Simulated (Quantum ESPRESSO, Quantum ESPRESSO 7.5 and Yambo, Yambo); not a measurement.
## A GW chain in Yambo: CdS (Hawleyite)

Wanted: ground state, empty states, screening and self-energy for CdS (Hawleyite).

Calculated with Quantum ESPRESSO 7.5 and Yambo 5.3.0; PBE and many-body steps on it, plane waves.

**What was measured.**

- Gap 2.42 eV: optical gap from inflexion point of photoacoustic spectrum, as-grown film; photoacoustic spectroscopy; film (as-grown chemical bath deposited film, about 0.25 um thick, deposited at 80 C) (“Study of the band--gap shift in CdS films: Influence of thermal annealing in different atmospheres”, 1995, arxiv:cond-mat/9501125).

### 1. Set-up

Symmetry: F-43m, No. 216, cubic system. Conventional cell: a = 5.833 Å, b = 5.833 Å, c = 5.833 Å, α = 90.00°, β = 90.00°, γ = 90.00°. Nearest to Cd lie 4 S at 2.53 Å. S has 4 Cd at 2.53 Å nearest. Farther neighbours and most contacts between anions are not listed.

The cell and positions come from the Crystallography Open Database and are kept as given unless a step says otherwise.

### 2. Ground state

This step: Quantum ESPRESSO 7.5; DFT, PBE, plane waves, norm-conserving pseudopotentials.

The ground-state density comes first.

Input file pw.in:

```
&control
  calculation = 'scf'
  prefix = 'x'
  outdir = 'o'
  pseudo_dir = 'pseudo'
/
&system
  ibrav = 0
  nat = 2
  ntyp = 2
  ecutwfc = 94.0
  nbnd = 18
  force_symmorphic = .true.
/
&electrons
  conv_thr = 1e-10
  electron_maxstep = 80
  mixing_beta = 0.5
/
ATOMIC_SPECIES
  Cd 112.41 Cd.upf
  S 32.06 S.upf
CELL_PARAMETERS angstrom
  -0.0000000000 2.9165000000 2.9165000000
  2.9165000000 -0.0000000000 2.9165000000
  2.9165000000 2.9165000000 -0.0000000000
ATOMIC_POSITIONS crystal
  Cd 0.0000000000 0.0000000000 0.0000000000
  S 0.2500000000 0.2500000000 0.2500000000
K_POINTS automatic
  6 6 6 0 0 0
```

Run with:

```
OMP_NUM_THREADS=1 mpirun -n 4 pw.x -nk 4 -in pw.in > pw.out
```

The program printed:

```text
Program PWSCF v.7.5 starts

     This program is part of the open-source Quantum ESPRESSO suite
     for quantum simulation of materials; please cite
         "P. Giannozzi et al., J. Phys.:Condens. Matter 21 395502 (2009);
         "P. Giannozzi et al., J. Phys.:Condens. Matter 29 465901 (2017);
         "P. Giannozzi et al., J. Chem. Phys. 152 154105 (2020);
     in publications or presentations arising from this work. More details at
     Message from routine setup:
     using ibrav=0 with symmetry is DISCOURAGED, use correct ibrav instead

     G-vector sticks info

     bravais-lattice index     =            0
     lattice parameter (alat)  =       7.7943  a.u.
     unit-cell volume          =     334.8209 (a.u.)^3
     number of atoms/cell      =            2
     number of atomic types    =            2
     number of electrons       =        26.00
     number of Kohn-Sham states=           18
     kinetic-energy cutoff     =      94.0000  Ry
     charge density cutoff     =     376.0000  Ry
     scf convergence threshold =      1.0E-10
     mixing beta               =       0.5000
     number of iterations used =            8  plain     mixing
     Exchange-correlation= PBE
                           (   1   4   3   4   0   0   0)

     celldm(1)=   7.794277  celldm(2)=   0.000000  celldm(3)=   0.000000
     celldm(4)=   0.000000  celldm(5)=   0.000000  celldm(6)=   0.000000

     crystal axes: (cart. coord. in units of alat)
               a(1) = (  -0.000000   0.707107   0.707107 )
               a(2) = (   0.707107  -0.000000   0.707107 )
               a(3) = (   0.707107   0.707107  -0.000000 )

     reciprocal axes: (cart. coord. in units 2 pi/alat)
               b(1) = ( -0.707107  0.707107  0.707107 )
               b(2) = (  0.707107 -0.707107  0.707107 )
               b(3) = (  0.707107  0.707107 -0.707107 )
     Pseudo is Norm-conserving + core correction, Zval = 20.0
     Generated using ONCVPSP code by D. R. Hamann
     Using radial grid of 1368 points,  6 beta functions with:
     Pseudo is Norm-conserving + core correction, Zval =  6.0
     Generated using ONCVPSP code by D. R. Hamann
     Using radial grid of 1146 points,  6 beta functions with:
     Cd               20.00   112.41000     Cd( 1.00)
     S                 6.00    32.06000     S ( 1.00)

     24 Sym. Ops. (no inversion) found

   Cartesian axes

     site n.     atom                  positions (alat units)
         1        Cd     tau(   1) = (   0.0000000   0.0000000   0.0000000  )
         2        S      tau(   2) = (   0.3535534   0.3535534   0.3535534  )

     number of k points=    16
                       cart. coord. in units 2pi/alat
        k(    1) = (   0.0000000   0.0000000   0.0000000), wk =   0.0092593
        k(    2) = (   0.1178511   0.1178511  -0.1178511), wk =   0.0740741
        k(    3) = (   0.2357023   0.2357023  -0.2357023), wk =   0.0740741
        k(    4) = (  -0.3535534  -0.3535534   0.3535534), wk =   0.0370370
        k(    5) = (   0.2357023   0.0000000  -0.0000000), wk =   0.0555556
        k(    6) = (   0.3535534   0.1178511  -0.1178511), wk =   0.2222222
        k(    7) = (  -0.2357023  -0.4714045   0.4714045), wk =   0.2222222
        k(    8) = (  -0.1178511  -0.3535534   0.3535534), wk =   0.2222222
        k(    9) = (   0.0000000  -0.2357023   0.2357023), wk =   0.1111111
        k(   10) = (   0.4714045   0.0000000  -0.0000000), wk =   0.0555556
     [... 4 further rows ...]
        k(   15) = (  -0.1178511  -0.3535534   0.5892557), wk =   0.2222222
        k(   16) = (  -0.7071068   0.2357023   0.0000000), wk =   0.1111111

     Dense  grid:    41151 G-vectors     FFT dimensions: (  50,  50,  50)

     Initial potential from superposition of free atoms

     starting charge      25.9997, renormalised to      26.0000
     Starting wfcs are   14 randomized atomic wfcs +    4 random wfcs

     per-process dynamical memory:    35.3 Mb

     Self-consistent Calculation

     iteration #  1     ecut=    94.00 Ry     beta= 0.50

     Threshold (ethr) on eigenvalues was too large:
     Diagonalizing with lowered threshold

     total energy              =    -372.79997454 Ry
     estimated scf accuracy    <       0.12501800 Ry

     iteration #  2     ecut=    94.00 Ry     beta= 0.50

     total energy              =    -372.83205511 Ry
     estimated scf accuracy    <       0.01169650 Ry

     iteration #  3     ecut=    94.00 Ry     beta= 0.50

     total energy              =    -372.83385169 Ry
     estimated scf accuracy    <       0.00115327 Ry

     iteration #  4     ecut=    94.00 Ry     beta= 0.50

     total energy              =    -372.83393484 Ry
     estimated scf accuracy    <       0.00004889 Ry

     iteration #  5     ecut=    94.00 Ry     beta= 0.50

     total energy              =    -372.83394347 Ry
     estimated scf accuracy    <       0.00000207 Ry

     iteration #  6     ecut=    94.00 Ry     beta= 0.50

     total energy              =    -372.83394403 Ry
     estimated scf accuracy    <       0.00000019 Ry

     iteration #  7     ecut=    94.00 Ry     beta= 0.50

     total energy              =    -372.83394409 Ry
     estimated scf accuracy    <       0.00000009 Ry

     iteration #  8     ecut=    94.00 Ry     beta= 0.50

     total energy              =    -372.83394412 Ry
     estimated scf accuracy    <          6.5E-09 Ry

     iteration #  9     ecut=    94.00 Ry     beta= 0.50

     total energy              =    -372.83394412 Ry
     estimated scf accuracy    <          3.0E-09 Ry

     iteration # 10     ecut=    94.00 Ry     beta= 0.50

     End of self-consistent calculation

          k = 0.0000 0.0000 0.0000 (  5065 PWs)   bands (ev):

   -94.3754 -55.4395 -55.4395 -55.4395  -5.3823  -0.7406  -0.7406  -0.7406
    -0.2616  -0.2616   6.9820   6.9820   6.9820   8.1268  13.5132  13.5132
    13.5132  18.3635

          k = 0.1179 0.1179-0.1179 (  5101 PWs)   bands (ev):

   -94.3755 -55.4396 -55.4395 -55.4395  -5.2758  -0.7029  -0.7029  -0.6409
    -0.2624  -0.2624   5.4756   6.7776   6.7776   9.2894  13.1739  13.8285
    13.8285  17.6039

          k = 0.2357 0.2357-0.2357 (  5135 PWs)   bands (ev):

   -94.3755 -55.4400 -55.4396 -55.4396  -5.0615  -0.6415  -0.6415  -0.2701
    -0.2449  -0.2449   3.5827   6.4053   6.4053   9.9595  13.6990  14.0554
    14.0554  17.9979

          k =-0.3536-0.3536 0.3536 (  5168 PWs)   bands (ev):

     [... further k-points ...]

     highest occupied, lowest unoccupied level (ev):     6.9820    8.1268

!    total energy              =    -372.83394412 Ry
     estimated scf accuracy    <          8.5E-11 Ry

     The total energy is the sum of the following terms:
     one-electron contribution =    -249.52342355 Ry
     hartree contribution      =     130.35024927 Ry
     xc contribution           =     -54.84831135 Ry
     ewald contribution        =    -198.81245849 Ry

     convergence has been achieved in  10 iterations

     XML data file, charge density, pseudopotentials, collected wavefunctions

=------------------------------------------------------------------------------=
   JOB DONE.
=------------------------------------------------------------------------------=
```

It took 8.9 s on 4 MPI ranks of Arm Neoverse V1, shared host; peak memory 0.3 GiB.

Numbers from this step:

- total energy: -5072.6642 eV
- gap: 1.145 eV
- k of the valence top: 0, 0, 0
- k of the conduction bottom: 0, 0, 0
- least direct gap: 1.145 eV

The gap is direct, at Γ.

### 3. Bands along the symmetry lines

The cheap functional maps the bands first; the places of the edges decide which points the dearer methods must see.

Input file pw.in:

```
&control
  calculation = 'bands'
  prefix = 'x'
  outdir = 'o'
  pseudo_dir = 'pseudo'
/
&system
  ibrav = 0
  nat = 2
  ntyp = 2
  ecutwfc = 94.0
  nbnd = 19
  force_symmorphic = .true.
/
&electrons
  conv_thr = 1e-9
  electron_maxstep = 80
  diago_full_acc = .true.
  diago_thr_init = 5e-6
/
ATOMIC_SPECIES
  Cd 112.41 Cd.upf
  S 32.06 S.upf
CELL_PARAMETERS angstrom
  -0.0000000000 2.9165000000 2.9165000000
  2.9165000000 -0.0000000000 2.9165000000
  2.9165000000 2.9165000000 -0.0000000000
ATOMIC_POSITIONS crystal
  Cd 0.0000000000 0.0000000000 0.0000000000
  S 0.2500000000 0.2500000000 0.2500000000
K_POINTS crystal
  50
  0.00000000 0.00000000 0.00000000 1
  -0.06250000 -0.06250000 0.00000000 1
  -0.12500000 -0.12500000 0.00000000 1
  -0.18750000 -0.18750000 0.00000000 1
  -0.25000000 -0.25000000 0.00000000 1
  -0.31250000 -0.31250000 0.00000000 1
  -0.37500000 -0.37500000 0.00000000 1
  -0.43750000 -0.43750000 0.00000000 1
  -0.50000000 -0.50000000 0.00000000 1
  -0.48437500 -0.48437500 0.03125000 1
  -0.46875000 -0.46875000 0.06250000 1
  -0.45312500 -0.45312500 0.09375000 1
  -0.43750000 -0.43750000 0.12500000 1
  -0.42187500 -0.42187500 0.15625000 1
  -0.40625000 -0.40625000 0.18750000 1
  -0.39062500 -0.39062500 0.21875000 1
  -0.37500000 -0.37500000 0.25000000 1
  -0.37500000 0.00000000 0.37500000 1
  -0.32812500 0.00000000 0.32812500 1
  -0.28125000 0.00000000 0.28125000 1
  -0.23437500 0.00000000 0.23437500 1
  -0.18750000 0.00000000 0.18750000 1
  -0.14062500 0.00000000 0.14062500 1
  -0.09375000 0.00000000 0.09375000 1
  -0.04687500 0.00000000 0.04687500 1
  0.00000000 0.00000000 0.00000000 1
  0.00000000 0.00000000 0.06250000 1
  0.00000000 0.00000000 0.12500000 1
  0.00000000 0.00000000 0.18750000 1
  0.00000000 0.00000000 0.25000000 1
  0.00000000 0.00000000 0.31250000 1
  0.00000000 0.00000000 0.37500000 1
  0.00000000 0.00000000 0.43750000 1
  0.00000000 0.00000000 0.50000000 1
  -0.06250000 -0.03125000 0.46875000 1
  -0.12500000 -0.06250000 0.43750000 1
  -0.18750000 -0.09375000 0.40625000 1
  -0.25000000 -0.12500000 0.37500000 1
  -0.31250000 -0.15625000 0.34375000 1
  -0.37500000 -0.18750000 0.31250000 1
  -0.43750000 -0.21875000 0.28125000 1
  -0.50000000 -0.25000000 0.25000000 1
  -0.50000000 -0.28125000 0.21875000 1
  -0.50000000 -0.31250000 0.18750000 1
  -0.50000000 -0.34375000 0.15625000 1
  -0.50000000 -0.37500000 0.12500000 1
  -0.50000000 -0.40625000 0.09375000 1
  -0.50000000 -0.43750000 0.06250000 1
  -0.50000000 -0.46875000 0.03125000 1
  -0.50000000 -0.50000000 0.00000000 1
```

The program printed:

```text
[banner, memory and clock lines left out]
Program PWSCF v.7.5 starts

     Atomic positions and unit cell read from directory:
     o/x.save/

     Message from routine setup:
     using ibrav=0 with symmetry is DISCOURAGED, use correct ibrav instead

     G-vector sticks info

     bravais-lattice index     =            0
     lattice parameter (alat)  =       7.7943  a.u.
     unit-cell volume          =     334.8209 (a.u.)^3
     number of atoms/cell      =            2
     number of atomic types    =            2
     number of electrons       =        26.00
     number of Kohn-Sham states=           19
     kinetic-energy cutoff     =      94.0000  Ry
     charge density cutoff     =     376.0000  Ry
     Exchange-correlation= PBE
                           (   1   4   3   4   0   0   0)

     celldm(1)=   7.794277  celldm(2)=   0.000000  celldm(3)=   0.000000
     celldm(4)=   0.000000  celldm(5)=   0.000000  celldm(6)=   0.000000

     crystal axes: (cart. coord. in units of alat)
               a(1) = (  -0.000000   0.707107   0.707107 )
               a(2) = (   0.707107  -0.000000   0.707107 )
               a(3) = (   0.707107   0.707107  -0.000000 )

     reciprocal axes: (cart. coord. in units 2 pi/alat)
               b(1) = ( -0.707107  0.707107  0.707107 )
               b(2) = (  0.707107 -0.707107  0.707107 )
               b(3) = (  0.707107  0.707107 -0.707107 )
     Pseudo is Norm-conserving + core correction, Zval = 20.0
     Generated using ONCVPSP code by D. R. Hamann
     Using radial grid of 1368 points,  6 beta functions with:
     Pseudo is Norm-conserving + core correction, Zval =  6.0
     Generated using ONCVPSP code by D. R. Hamann
     Using radial grid of 1146 points,  6 beta functions with:
     Cd               20.00   112.41000     Cd( 1.00)
     S                 6.00    32.06000     S ( 1.00)

     24 Sym. Ops. (no inversion) found

   Cartesian axes

     site n.     atom                  positions (alat units)
         1        Cd     tau(   1) = (   0.0000000   0.0000000   0.0000000  )
         2        S      tau(   2) = (   0.3535534   0.3535534   0.3535534  )

     number of k points=    50
                       cart. coord. in units 2pi/alat
        k(    1) = (   0.0000000   0.0000000   0.0000000), wk =   0.0400000
        k(    2) = (   0.0000000   0.0000000  -0.0883883), wk =   0.0400000
        k(    3) = (   0.0000000   0.0000000  -0.1767767), wk =   0.0400000
[...]
[... 38 further rows ...]
        k(   49) = (   0.0441942  -0.0000000  -0.7071068), wk =   0.0400000
        k(   50) = (   0.0000000   0.0000000  -0.7071068), wk =   0.0400000

     Dense  grid:    41151 G-vectors     FFT dimensions: (  50,  50,  50)

     The potential is recalculated from file :
     o/x.save/charge-density

     Starting wfcs are   14 randomized atomic wfcs +    5 random wfcs

     Band Structure Calculation

     End of band structure calculation

          k = 0.0000 0.0000 0.0000 (  5065 PWs)   bands (ev):

   -94.3756 -55.4396 -55.4396 -55.4396  -5.3823  -0.7407  -0.7407  -0.7407
    -0.2617  -0.2617   6.9821   6.9821   6.9821   8.1268  13.5132  13.5133
    13.5133  18.3635  18.3637

          k = 0.0000 0.0000-0.0884 (  5101 PWs)   bands (ev):

   -94.3756 -55.4397 -55.4396 -55.4396  -5.3608  -0.7303  -0.7294  -0.7294
[...]
13.6301  17.7952  18.3848

          k = 0.0000 0.0000-0.1768 (  5109 PWs)   bands (ev):

[...]
13.9615  16.8013  18.4471

          k =-0.0000 0.0000-0.2652 (  5117 PWs)   bands (ev):

[...]
k = 0.0000 0.0000-0.3536 (  5105 PWs)   bands (ev):

[...]
k = 0.0000-0.0000-0.4419 (  5149 PWs)   bands (ev):

[...]
k =-0.0000 0.0000-0.5303 (  5157 PWs)   bands (ev):

[...]
k = 0.0000-0.0000-0.6187 (  5161 PWs)   bands (ev):

[...]
k = 0.5303-0.0000-0.5303 (  5174 PWs)   bands (ev):

[...]
k = 0.0000 0.0000 0.0000 (  5065 PWs)   bands (ev):

[...]
k = 0.1326 0.0000-0.7071 (  5162 PWs)   bands (ev):

[...]
k = 0.0884-0.0000-0.7071 (  5158 PWs)   bands (ev):

[...]
k = 0.0442-0.0000-0.7071 (  5146 PWs)   bands (ev):

[...]
17.5480  17.7680  19.1993

          k = 0.0000 0.0000-0.7071 (  5138 PWs)   bands (ev):

   -94.3756 -55.4403 -55.4399 -55.4399  -4.8230  -0.5275  -0.3917  -0.3917
    -0.1747   0.1830   3.0356   5.1070   5.1070  10.5405  11.3369  16.1804
    17.7552  17.7552  19.0782

     XML data file, pseudopotentials, collected wavefunctions
```

It took 7.7 s on 4 MPI ranks; peak memory 0.25 GiB; 31 s of CPU time.

Numbers from this step:

```yaml
gap: 1.145 eV
k_of_the_valence_top: 0, 0, 0
k_of_the_conduction_bottom: 0, 0, 0
least_direct_gap: 1.145 eV
```

The gap is 1.145 eV, as in the run before at this level.

Electronic bands along the path, in eV, zero at the top of the highest filled band:

```
    point  band 10  band 11  band 12  band 13  band 14  band 15  band 16  band 17
        Γ    -7.24     0.00     0.00     0.00     1.14     6.53     6.53     6.53
  halfway    -7.20    -2.31    -1.02    -1.02     3.59     4.82     8.12     8.12
        X    -6.80    -3.95    -1.88    -1.88     3.56     4.35     9.20    10.77
  halfway    -6.74    -3.94    -2.15    -1.78     3.85     4.66     8.94    10.01
        U    -6.67    -3.93    -2.53    -1.52     4.24     5.45     8.48     9.01
jump to K    -6.67    -3.93    -2.53    -1.52     4.24     5.45     8.48     9.01
  halfway    -7.19    -2.75    -1.36    -0.42     3.61     6.10     6.75     7.27
        Γ    -7.24     0.00     0.00     0.00     1.14     6.53     6.53     6.53
  halfway    -7.24    -2.49    -0.40    -0.40     2.78     6.28     7.03     7.03
        L    -6.86    -4.39    -0.75    -0.75     3.01     7.00     7.00     7.46
  halfway    -6.75    -4.11    -1.93    -1.22     4.38     5.81     7.21     8.35
        W    -6.61    -3.89    -2.26    -2.18     5.42     5.43     7.23     8.04
  halfway    -6.70    -3.92    -2.08    -2.03     4.26     4.83     8.67     8.94
        X    -6.80    -3.95    -1.88    -1.88     3.56     4.35     9.20    10.77
```

(Continued in part 2 of 3.)

[Paths, hosts, dates, memory and timing lines, banners, echoed tables and standing remarks are left out of the program output.]

[Logs are printed without paths, hosts, clocks, repeated set-up lines and the standing remarks that a program may print on its own settings, such as how far it seeks lower states.]

[Runs of the session that timed out or met a known fault of the program may be left out.]

[Hosts, paths, dates, database ids (printed as entryN), source tags and the programs' standing remarks are cut or masked in the printed files.]
